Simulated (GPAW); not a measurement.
Runs of GPAW 26.7.0 on NaI. The structure is cubic, space group Fm-3m (No. 225). The conventional cell has a = 6.473 Å, b = 6.473 Å, c = 6.473 Å, α = 90.00°, β = 90.00°, γ = 90.00°. I (site symmetry m-3m) has 6 Na at 3.24 Å as nearest neighbours. Na (site symmetry m-3m) has 6 I at 3.24 Å as nearest neighbours. 

| task | level | potentials or basis | cell | optimizer | fmax | max steps | target pressure | convergence | gap on the mesh (eV) | pressure (GPa) |
| --- | --- | --- | --- | --- | --- | --- | --- | --- | --- | --- |
| relaxation of cell and atoms | PBEsol | PAW data sets generated in the run's folder for this functional, pw | relaxed to 10 GPa | BFGS | 0.02 eV/Å | 60 | 10 GPa | density=1e-05 forces=0.0001 | 4.65 | 10.0 |
| relaxation of cell and atoms | PBEsol | PAW data sets generated in the run's folder for this functional, pw | relaxed to 5 GPa | BFGS | 0.02 eV/Å | 60 | 5 GPa | density=1e-05 forces=0.0001 | 4.21 | 5.0 |
| relaxation of cell and atoms | PBEsol | PAW data sets generated in the run's folder for this functional, pw | relaxed to 2 GPa | BFGS | 0.02 eV/Å | 60 | 2 GPa | density=1e-05 forces=0.0001 | (a) | 1.9 |
| relaxation of cell and atoms | PBEsol | PAW data sets generated in the run's folder for this functional, pw | relaxed | BFGS | 0.02 eV/Å | 60 | - | density=1e-05 forces=0.0001 | 3.61 | 0.0 |
| relaxation of cell and atoms | PBEsol | PAW data sets generated in the run's folder for this functional, pw | relaxed to 20 GPa | BFGS | 0.02 eV/Å | 60 | 20 GPa | density=1e-05 forces=0.0001 | (c) | 19.9 |
| relaxation of cell and atoms | PBEsol | PAW data sets generated in the run's folder for this functional, pw | relaxed to 30 GPa | BFGS | 0.02 eV/Å | 60 | 30 GPa | density=1e-05 forces=0.0001 | (b) | 30.0 |
| band structure | PBE | GPAW PAW data sets (gpaw-data 1.2.1), pw | as given | - | - | - | - | - | 3.66 | 0.4 |

Alike in all rows: no spin polarisation; k mesh 7 × 7 × 7; cutoff (eV) 800; smearing fermi-dirac 0.05 eV.

Problem. Fill in the values left out.

Solution. (a) 3.87; (b) 3.73; (c) 4.16.

Caveats: spin-orbit coupling is left out, which moves the levels of the heavy elements; later steps reuse the first step's grids (some runs); an odd mesh through Γ misses points on the zone boundary, where band edges often lie (some runs).

A k mesh can miss the band edges, and the runs leave out spin-orbit coupling on I.
